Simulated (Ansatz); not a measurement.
# MgTe under changes of volume

One of the cells (33.761 Å³/atom); the others are scaled copies at fixed shape and fractional positions:

```
CELL_PARAMETERS angstrom
0.00000 3.23200 3.23200
3.23200 0.00000 3.23200
3.23200 3.23200 0.00000
ATOMIC_POSITIONS crystal
Te 0.25000 0.25000 0.25000
Mg 0.00000 0.00000 0.00000
```

The cell comes from a database or a generator and needn't be the stable form of this composition.

| Property | Result |
| --- | --- |
| Program | Ansatz 0.2.0 |
| Functional | HSE06 |
| Potentials or basis | Ansatz PAW |
| Cutoff | 420 eV (not typed: the program's choice for these potentials) |
| k mesh | 4 × 4 × 4 |
| Occupations | fermi-dirac, width 0.05 eV |
| Spin | no spin polarisation |

```csv
volume (Å³/atom),energy over the lowest point (meV/atom),pressure (GPa),gap on the mesh (eV)
31.735,17.08,2.7,3.48
32.410,7.63,1.8,3.48
33.086,2.07,0.9,3.38
33.761,0.00,0.1,3.28
34.436,?,?,?
35.111,5.03,-1.3,3.09
35.787,11.54,-1.8,3.00
```

Problem. What does the run at 34.436 Å³/atom give?

Solution. Energy over the lowest point 1.08 meV/atom; pressure -0.6 GPa; gap on the mesh 3.19 eV.

Worked out: A Birch-Murnaghan fit of order 3 (a polynomial in V^(-2/3)) to the other rows has its minimum at 33.85 Å³/atom with B0 = V·E''(V) = 37 GPa and B' = 4.2. It gives 1.09 meV/atom at 34.436 Å³/atom, against the run's 1.08, and -dE/dV = -0.6 GPa, against -0.6. A parabola through the other rows of the gap, of slope -4.97 eV per unit of ln V there, gives 3.20 eV, against the run's 3.19.

Energies are extrapolated to zero smearing.

Caveats: some runs use coarse meshes; spin-orbit coupling is left out, which moves the levels of the heavy elements; the PAW data sets come from PBE, with cores solved anew for the run's functional, which leaves a small shift of forces and pressure; the thresholds are loose for stress.

A mesh can miss the band edges.
